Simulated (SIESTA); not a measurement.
Crystal: GaP.

```
CELL_PARAMETERS angstrom
0.00000 2.72525 2.72525
2.72525 0.00000 2.72525
2.72525 2.72525 0.00000
ATOMIC_POSITIONS crystal
Ga 0.00000 0.00000 0.00000
P 0.75000 0.75000 0.75000
```

Base run:

```yaml
Program: SIESTA 5.4.2
Functional: PBE
Potentials_or_basis: PseudoDojo 0.4 standard (PBE files)
Basis: TZP (energy shift 0.003 Ry; two zetas on semicore shells)
Grid_cutoff: 800 Ry
Energy_shift: 0.003 Ry
k_mesh: 8 × 8 × 8
Occupations: fermi-dirac, width 0.05 eV
Spin: no spin polarisation
```

Its results: band gap on the k mesh 1.65 eV, indirect (least direct gap 1.93 eV); pressure 3.2 GPa.

After a change of settings the same cell gave: band gap on the k mesh 1.99 eV, direct; pressure 5.1 GPa. Which change was it?
A. basis from TZP (energy shift 0.003 Ry; two zetas on semicore shells) to DZ (energy shift 0.003 Ry; two zetas on semicore shells)
B. functional from PBE to vdW-DF-cx; basis from TZP (energy shift 0.003 Ry; two zetas on semicore shells) to DZP (energy shift 0.003 Ry; two zetas on semicore shells)
C. functional from PBE to RPBE; basis from TZP (energy shift 0.003 Ry; two zetas on semicore shells) to DZP (energy shift 0.003 Ry; two zetas on semicore shells)

A.

Caveats: the basis of atomic orbitals isn't converged, which shifts pressures, moduli and gaps; the basis has no polarisation orbitals (some runs).
